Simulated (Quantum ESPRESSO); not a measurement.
# GaN (F-43m) in Quantum ESPRESSO: a series of runs

The runs below take GaN through band structure, with LDA, PBEsol.

Everything below comes from runs of Quantum ESPRESSO 7.5. Logs are shortened: lines on timing, memory, paths and dates and some standing lists are left out, and cuts for length are marked.

**The experiment to reproduce.**

A printed reference work, textbook reports, for a bulk crystal of GaN at 0 K: band gap 3.299 eV (direct).

The runs below are set against these values where they give the same quantity.

### Step 1. The crystal as given

Symmetry: F-43m, No. 216, cubic system. Conventional cell: a = 4.507 Å, b = 4.507 Å, c = 4.507 Å, α = 90.00°, β = 90.00°, γ = 90.00°. Ga (site symmetry -43m) has 4 N at 1.95 Å as nearest neighbours. N (site symmetry -43m) has 4 Ga at 1.95 Å as nearest neighbours.

The cell is a database's computed one.

### Step 2. Band structure, LDA

Input file pw.in:

```
&CONTROL
  calculation = 'scf'
  prefix = 'pwscf'
  outdir = './tmp'
  pseudo_dir = './pseudo'
  tprnfor = .true.
  tstress = .true.
  disk_io = 'low'
/
&SYSTEM
  ibrav = 0
  nat = 2
  ntyp = 2
  ecutwfc = 88
  nbnd = 15
  input_dft = 'pz'
  occupations = 'smearing'
  smearing = 'fd'
  degauss = 0.00367493
/
&ELECTRONS
  conv_thr = 4d-10
  electron_maxstep = 120
  mixing_beta = 0.5
/
ATOMIC_SPECIES
Ga    69.7230 Ga_ONCV_PBE-1.2.upf
N     14.0070 N_ONCV_PBE-1.2.upf
CELL_PARAMETERS bohr
   0.0000000000    4.2584989699    4.2584989699
   4.2584989699    0.0000000000    4.2584989699
   4.2584989699    4.2584989699    0.0000000000
ATOMIC_POSITIONS bohr
Ga     0.0000000000    0.0000000000    0.0000000000
N      2.1292494849    2.1292494849    2.1292494849
K_POINTS automatic
10 10 10 0 0 0
```

Input file bands.in:

```
&CONTROL
  calculation = 'bands'
  prefix = 'pwscf'
  outdir = './tmp'
  pseudo_dir = './pseudo'
  disk_io = 'low'
  verbosity = 'high'
/
&SYSTEM
  ibrav = 0
  nat = 2
  ntyp = 2
  ecutwfc = 88
  nbnd = 15
  input_dft = 'pz'
  occupations = 'smearing'
  smearing = 'fd'
  degauss = 0.00367493
/
&ELECTRONS
  conv_thr = 1d-08
  electron_maxstep = 120
  mixing_beta = 0.5
  diago_full_acc = .true.
  startingwfc = 'random'
/
ATOMIC_SPECIES
Ga    69.7230 Ga_ONCV_PBE-1.2.upf
N     14.0070 N_ONCV_PBE-1.2.upf
CELL_PARAMETERS bohr
   0.0000000000    4.2584989699    4.2584989699
   4.2584989699    0.0000000000    4.2584989699
   4.2584989699    4.2584989699    0.0000000000
ATOMIC_POSITIONS bohr
Ga     0.0000000000    0.0000000000    0.0000000000
N      2.1292494849    2.1292494849    2.1292494849
K_POINTS crystal
60
 0.0000000000  0.0000000000  0.0000000000 1
 0.0625000000  0.0000000000  0.0625000000 1
 0.1250000000  0.0000000000  0.1250000000 1
 0.1875000000  0.0000000000  0.1875000000 1
 0.2500000000  0.0000000000  0.2500000000 1
 0.3125000000  0.0000000000  0.3125000000 1
 0.3750000000  0.0000000000  0.3750000000 1
 0.4375000000  0.0000000000  0.4375000000 1
 0.5000000000  0.0000000000  0.5000000000 1
 0.5000000000  0.0625000000  0.5625000000 1
 0.5000000000  0.1250000000  0.6250000000 1
 0.5000000000  0.1875000000  0.6875000000 1
 0.5000000000  0.2500000000  0.7500000000 1
 0.4375000000  0.3125000000  0.7500000000 1
 0.3750000000  0.3750000000  0.7500000000 1
 0.3375000000  0.3375000000  0.6750000000 1
 0.3000000000  0.3000000000  0.6000000000 1
 0.2625000000  0.2625000000  0.5250000000 1
 0.2250000000  0.2250000000  0.4500000000 1
 0.1875000000  0.1875000000  0.3750000000 1
 0.1500000000  0.1500000000  0.3000000000 1
 0.1125000000  0.1125000000  0.2250000000 1
 0.0750000000  0.0750000000  0.1500000000 1
 0.0375000000  0.0375000000  0.0750000000 1
 0.0000000000  0.0000000000  0.0000000000 1
 0.0625000000  0.0625000000  0.0625000000 1
 0.1250000000  0.1250000000  0.1250000000 1
 0.1875000000  0.1875000000  0.1875000000 1
 0.2500000000  0.2500000000  0.2500000000 1
 0.3125000000  0.3125000000  0.3125000000 1
 0.3750000000  0.3750000000  0.3750000000 1
 0.4375000000  0.4375000000  0.4375000000 1
 0.5000000000  0.5000000000  0.5000000000 1
 0.5250000000  0.4500000000  0.5250000000 1
 0.5500000000  0.4000000000  0.5500000000 1
 0.5750000000  0.3500000000  0.5750000000 1
 0.6000000000  0.3000000000  0.6000000000 1
 0.6250000000  0.2500000000  0.6250000000 1
 0.5833333333  0.2500000000  0.6666666667 1
 0.5416666667  0.2500000000  0.7083333333 1
 0.5000000000  0.2500000000  0.7500000000 1
 0.5000000000  0.2857142857  0.7142857143 1
 0.5000000000  0.3214285714  0.6785714286 1
 0.5000000000  0.3571428571  0.6428571429 1
 0.5000000000  0.3928571429  0.6071428571 1
 0.5000000000  0.4285714286  0.5714285714 1
 0.5000000000  0.4642857143  0.5357142857 1
 0.5000000000  0.5000000000  0.5000000000 1
 0.4821428571  0.4821428571  0.5357142857 1
 0.4642857143  0.4642857143  0.5714285714 1
 0.4464285714  0.4464285714  0.6071428571 1
 0.4285714286  0.4285714286  0.6428571429 1
 0.4107142857  0.4107142857  0.6785714286 1
 0.3928571429  0.3928571429  0.7142857143 1
 0.3750000000  0.3750000000  0.7500000000 1
 0.6250000000  0.2500000000  0.6250000000 1
 0.5937500000  0.1875000000  0.5937500000 1
 0.5625000000  0.1250000000  0.5625000000 1
 0.5312500000  0.0625000000  0.5312500000 1
 0.5000000000  0.0000000000  0.5000000000 1
```

Potentials or basis: SG15 PBE 1.2.

Run with:

```sh
$ OMP_NUM_THREADS=1 pw.x -in pw.in > pw.out
$ OMP_NUM_THREADS=1 pw.x -in bands.in > bands.out
```

pw.out:

```text
This program is part of the open-source Quantum ESPRESSO suite
     for quantum simulation of materials; please cite
         "P. Giannozzi et al., J. Phys.:Condens. Matter 21 395502 (2009);
         "P. Giannozzi et al., J. Phys.:Condens. Matter 29 465901 (2017);
         "P. Giannozzi et al., J. Chem. Phys. 152 154105 (2020);
     in publications or presentations arising from this work. More details at

     IMPORTANT: XC functional enforced from input :
     Exchange-correlation= PZ
                           (   1   1   0   0   0   0   0)
     Any further DFT definition will be discarded
     Please, verify this is what you really want

     Message from routine setup:
     using ibrav=0 with symmetry is DISCOURAGED, use correct ibrav instead

     G-vector sticks info
     --------------------
     sticks:   dense  smooth     PW     G-vecs:    dense   smooth      PW
     Sum         871     871    265                17153    17153    2891

     Using Slab Decomposition

     bravais-lattice index     =            0
     lattice parameter (alat)  =       6.0224  a.u.
     unit-cell volume          =     154.4542 (a.u.)^3
     number of atoms/cell      =            2
     number of atomic types    =            2
     number of electrons       =        18.00
     number of Kohn-Sham states=           15
     kinetic-energy cutoff     =      88.0000  Ry
     charge density cutoff     =     352.0000  Ry
     scf convergence threshold =      4.0E-10
     mixing beta               =       0.5000
     number of iterations used =            8  plain     mixing
     Exchange-correlation= PZ
                           (   1   1   0   0   0   0   0)

     celldm(1)=   6.022427  celldm(2)=   0.000000  celldm(3)=   0.000000
     celldm(4)=   0.000000  celldm(5)=   0.000000  celldm(6)=   0.000000

     crystal axes: (cart. coord. in units of alat)
               a(1) = (   0.000000   0.707107   0.707107 )
               a(2) = (   0.707107   0.000000   0.707107 )
               a(3) = (   0.707107   0.707107   0.000000 )

     reciprocal axes: (cart. coord. in units 2 pi/alat)
               b(1) = ( -0.707107  0.707107  0.707107 )
               b(2) = (  0.707107 -0.707107  0.707107 )
               b(3) = (  0.707107  0.707107 -0.707107 )

     PseudoPot. # 1 for Ga read from file:
     Ga_ONCV_PBE-1.2.upf
     Pseudo is Norm-conserving, Zval = 13.0
     Generated using ONCVPSP code by D. R. Hamann
     Using radial grid of  602 points,  6 beta functions with:
                l(1) =   0
                l(2) =   0
                l(3) =   1
                l(4) =   1
                l(5) =   2
                l(6) =   2

     PseudoPot. # 2 for N  read from file:
     N_ONCV_PBE-1.2.upf
     Pseudo is Norm-conserving, Zval =  5.0
     Generated using ONCVPSP code by D. R. Hamann
     Using radial grid of  602 points,  4 beta functions with:
                l(1) =   0
                l(2) =   0
                l(3) =   1
                l(4) =   1

     atomic species   valence    mass     pseudopotential
     Ga               13.00    69.72300     Ga( 1.00)
     N                 5.00    14.00700     N ( 1.00)

     24 Sym. Ops. (no inversion) found

   Cartesian axes

     site n.     atom                  positions (alat units)
         1        Ga     tau(   1) = (   0.0000000   0.0000000   0.0000000  )
         2        N      tau(   2) = (   0.3535534   0.3535534   0.3535534  )

     number of k points=    47  Fermi-Dirac smearing, width (Ry)=  0.0037
                       cart. coord. in units 2pi/alat
        k(    1) = (   0.0000000   0.0000000   0.0000000), wk =   0.0020000
        k(    2) = (   0.0707107   0.0707107  -0.0707107), wk =   0.0160000
        k(    3) = (   0.1414214   0.1414214  -0.1414214), wk =   0.0160000
        k(    4) = (   0.2121320   0.2121320  -0.2121320), wk =   0.0160000
        k(    5) = (   0.2828427   0.2828427  -0.2828427), wk =   0.0160000
        k(    6) = (  -0.3535534  -0.3535534   0.3535534), wk =   0.0080000
[... 39 lines left out ...]
        k(   46) = (  -0.0707107  -0.3535534   0.6363961), wk =   0.0480000
        k(   47) = (  -0.7071068   0.2828427   0.0000000), wk =   0.0240000

     Dense  grid:    17153 G-vectors     FFT dimensions: (  36,  36,  36)

     Initial potential from superposition of free atoms

     starting charge      17.9216, renormalised to      18.0000
     Starting wfcs are random

     Self-consistent Calculation

     iteration #  1     ecut=    88.00 Ry     beta= 0.50
     Davidson diagonalization with overlap
     ethr =  1.00E-02,  avg # of iterations = 10.2

     total energy              =    -150.57472037 Ry
     estimated scf accuracy    <       0.42833069 Ry
[... 57 lines left out ...]
     iteration # 10     ecut=    88.00 Ry     beta= 0.50
     Davidson diagonalization with overlap
     ethr =  1.34E-11,  avg # of iterations =  1.7

     End of self-consistent calculation

          k = 0.0000 0.0000 0.0000 (  2109 PWs)   bands (ev):

    -5.5848  -2.7217  -2.7217  -2.7217  -2.3768  -2.3768  10.4598  10.4598
    10.4598  11.9994  20.4433  20.4433  20.4433  27.6174  29.0879

          k = 0.0707 0.0707-0.0707 (  2130 PWs)   bands (ev):
[... 141 lines left out ...]
    -4.3120  -2.6075  -2.4435  -2.4301  -2.3237  -0.6797   4.3377   6.3701
     8.0170  14.8525  17.8507  21.6083  23.4114  23.5986  31.7852

          k =-0.7071 0.0000 0.0000 (  2164 PWs)   bands (ev):

    -4.3044  -2.6396  -2.3967  -2.3967  -2.2955  -0.8450   4.1444   7.6586
     7.6586  13.6385  16.8327  21.9818  24.1797  24.1797  31.9416

          k = 0.2828 0.1414 0.0000 (  2140 PWs)   bands (ev):

    -4.9380  -2.6435  -2.6238  -2.4980  -2.3683  -2.3033   7.0023   8.9232
     9.7484  14.9093  18.4331  20.5960  21.5110  24.1717  28.5834

          k = 0.3536 0.2121-0.0707 (  2151 PWs)   bands (ev):
[... 51 lines left out ...]
    -4.3296  -2.5946  -2.5002  -2.4059  -2.3558  -0.6563   4.4466   6.0730
     8.0041  16.1563  18.2236  20.6615  22.2930  24.8391  29.4414

          k =-0.7071 0.1414 0.0000 (  2154 PWs)   bands (ev):

    -4.3049  -2.6171  -2.4487  -2.3942  -2.3113  -0.7353   4.2598   7.2830
     7.3240  14.4843  17.4072  21.8173  23.0206  24.4640  32.5221

          k =-0.1414-0.4243 0.7071 (  2182 PWs)   bands (ev):
[... 6 lines left out ...]
    -4.3227  -2.5796  -2.5269  -2.3856  -2.3621  -0.6225   4.4579   6.3615
     7.4417  16.6712  18.2989  20.2016  21.9605  25.2827  29.2915

          k =-0.7071 0.2828 0.0000 (  2172 PWs)   bands (ev):

    -4.3057  -2.5760  -2.5226  -2.3823  -2.3496  -0.5629   4.4985   6.7655
     6.7660  16.1700  18.4331  20.9397  21.4500  25.2017  30.0537

     the Fermi energy is    11.2727 ev

!    total energy              =    -150.72998951 Ry
     estimated scf accuracy    <          1.6E-10 Ry
     smearing contrib. (-TS)   =      -0.00000000 Ry
     internal energy E=F+TS    =    -150.72998951 Ry

     The total energy is F=E-TS. E is the sum of the following terms:
     one-electron contribution =     -53.39132881 Ry
     hartree contribution      =      41.95785665 Ry
     xc contribution           =     -22.62220024 Ry
     ewald contribution        =    -116.67431711 Ry

     convergence has been achieved in  10 iterations

     Forces acting on atoms (cartesian axes, Ry/au):

     atom    1 type  1   force =     0.00000000   -0.00000000    0.00000000
     atom    2 type  2   force =    -0.00000000    0.00000000   -0.00000000

     Total force =     0.000000     Total SCF correction =     0.000000

     Computing stress (Cartesian axis) and pressure

          total   stress  (Ry/bohr**3)                   (kbar)     P=      -44.24
  -0.00030076   0.00000000  -0.00000000          -44.24        0.00       -0.00
   0.00000000  -0.00030076  -0.00000000            0.00      -44.24       -0.00
  -0.00000000  -0.00000000  -0.00030076           -0.00       -0.00      -44.24

=------------------------------------------------------------------------------=
   JOB DONE.
=------------------------------------------------------------------------------=
```

It took 51 s on 1 thread of Arm Neoverse V1, shared host; peak memory 0.09 GiB.

What came out:

| Quantity | Value |
| --- | --- |
| Free energy | -2050.7860 eV |
| Pressure | -4.4 GPa |
| Band gap on the k mesh | 1.54 eV, direct |
| Band gap along the path | 1.54 eV, direct |

Levels at the corners of the path, in eV from the valence-band top:
```csv
point,band 6,band 7,band 8,band 9,band 10,band 11,band 12,band 13
Γ,-12.84,0.00,0.00,0.00,1.54,9.98,9.98,9.98
X,-11.30,-6.32,-2.80,-2.80,3.18,6.37,11.52,13.72
W,-10.99,-5.91,-3.80,-3.77,6.12,8.17,10.01,10.90
K,-11.12,-6.07,-4.38,-2.26,4.82,7.66,10.88,12.62
Γ,-12.84,0.00,0.00,0.00,1.54,9.98,9.98,9.98
L,-11.69,-7.24,-1.01,-1.01,4.36,8.62,10.11,10.11
U,-11.12,-6.07,-4.38,-2.26,4.82,7.66,10.88,12.62
W,-10.99,-5.91,-3.80,-3.77,6.12,8.17,10.01,10.90
L,-11.69,-7.24,-1.01,-1.01,4.36,8.62,10.11,10.11
K,-11.12,-6.07,-4.38,-2.26,4.82,7.66,10.88,12.62
U,-11.12,-6.07,-4.38,-2.26,4.82,7.66,10.88,12.62
X,-11.30,-6.32,-2.80,-2.80,3.18,6.37,11.52,13.72
```

Caveat: the potentials were made for another functional, which shifts forces and pressure.

### Step 3. Band structure, PBEsol

pw.in: that of step 2 with these lines changed.

```diff
@@ -15,3 +15,3 @@
   nbnd = 15
-  input_dft = 'pz'
+  input_dft = 'pbesol'
   occupations = 'smearing'
```

bands.in: that of step 2 with these lines changed.

```diff
@@ -14,3 +14,3 @@
   nbnd = 15
-  input_dft = 'pz'
+  input_dft = 'pbesol'
   occupations = 'smearing'
```

Potentials or basis: SG15 PBE 1.2.

Run with:

```sh
$ OMP_NUM_THREADS=1 pw.x -in pw.in > pw.out
$ OMP_NUM_THREADS=1 pw.x -in bands.in > bands.out
```

Wall time 52 s (1 thread of Arm Neoverse V1, shared host); peak memory 0.09 GiB.

The run converged. Its results:

```
Free energy             : -2053.3046 eV
Pressure                : 0.2 GPa
Band gap on the k mesh  : 1.65 eV, direct
Band gap along the path : 1.65 eV, direct
```

Levels at the corners of the path, in eV from the valence-band top:
```csv
point,band 6,band 7,band 8,band 9,band 10,band 11,band 12,band 13
Γ,-13.01,0.00,0.00,0.00,1.65,10.21,10.21,10.21
X,-11.39,-6.19,-2.74,-2.74,3.21,6.55,11.58,13.86
W,-11.09,-5.76,-3.76,-3.71,6.12,8.36,10.17,10.94
K,-11.22,-5.93,-4.33,-2.21,4.87,7.81,10.94,12.75
Γ,-13.01,0.00,0.00,0.00,1.65,10.21,10.21,10.21
L,-11.80,-7.13,-0.98,-0.98,4.54,8.64,10.26,10.26
U,-11.22,-5.93,-4.33,-2.21,4.87,7.81,10.94,12.75
W,-11.09,-5.76,-3.76,-3.71,6.12,8.36,10.17,10.94
L,-11.80,-7.13,-0.98,-0.98,4.54,8.64,10.26,10.26
K,-11.22,-5.93,-4.33,-2.21,4.87,7.81,10.94,12.75
U,-11.22,-5.93,-4.33,-2.21,4.87,7.81,10.94,12.75
X,-11.39,-6.19,-2.74,-2.74,3.21,6.55,11.58,13.86
```

Caveat: the potentials were made for another functional, which shifts forces and pressure.

### Step 4. Against experiment

Step 2. A measured gap of GaN is 3.299 eV (direct; 0 K; a printed reference work, textbook); the calculated 1.54 eV misses it by -1.76 eV. So large a miss can be the level of theory's own, or it may mean another phase, state or a wrong row. Spin-orbit coupling on Ga is left out. The value is that of LDA, without temperature or zero-point motion. Semilocal functionals fall short of measured gaps as a rule. The cell is a database's relaxed one, not the measured one, which moves gaps too.

Step 3. Against the measured gap of GaN, 3.299 eV (direct; 0 K; a printed reference work, textbook), the calculated 1.65 eV is off by -1.64 eV. Spin-orbit coupling on Ga is left out. The value is that of PBEsol, without temperature or zero-point motion. Semilocal functionals fall short of measured gaps as a rule. The cell is a database's relaxed one, not the measured one, which moves gaps too.
